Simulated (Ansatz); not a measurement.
Runs of Ansatz 0.2.0 on MnO2. Symmetry: P-3m1, No. 164, trigonal system. Conventional cell: a = 2.857 Å, b = 2.857 Å, c = 4.601 Å, α = 90.00°, β = 90.00°, γ = 120.00°. Around Mn (site symmetry -3m) lie 6 O at 1.90 Å. O (site symmetry 3m) has 3 Mn at 1.90 Å as nearest neighbours. Measurements of this composition are mostly on another form, of space group No. 136.

```tsv
level	share of exact exchange	gap on the mesh (eV)	pressure (GPa)	moment (μB)	largest force (eV/Å)
r2SCAN0 form with a typed share of exact exchange	0.1	(a)	-3.0	3.00	0.30
r2SCAN0 form with a typed share of exact exchange	0.15	(b)	-4.1	3.00	(c)
r2SCAN0 form with a typed share of exact exchange	0.5	6.34	-11.1	3.00	1.10
r2SCAN0	0.25	4.46	-6.2	3.00	0.61
r2SCAN0 form with a typed share of exact exchange	0	1.94	-0.7	3.00	0.08
r2SCAN0 form with a typed share of exact exchange	0.35	5.19	-8.2	3.00	0.81
```

Alike in all rows: task single point; potentials or basis Ansatz PAW; spin collinear, ferromagnetic start; cell as given; k mesh 6 × 6 × 4; cutoff (eV) 500; smearing fermi-dirac 0.05 eV; the mesh is coarse, so values aren't converged.

**Question.** Estimate the missing entries.

**Answer.** (a) 3.24; (b) 3.68; (c) 0.40.

Caveats: all runs use coarse meshes; the magnetic or orbital state may not be the lowest; a cell with one magnetic atom can't hold antiferromagnetic order, which such compounds often take; the PAW data sets come from PBE, with cores solved anew for the run's functional, which leaves a small shift of forces and pressure; the thresholds are loose for stress (some runs); forces of over 1 eV/Å show positions far from the minimum, so gaps and moduli don't describe the material at rest (some runs).

A k mesh can miss the band edges.
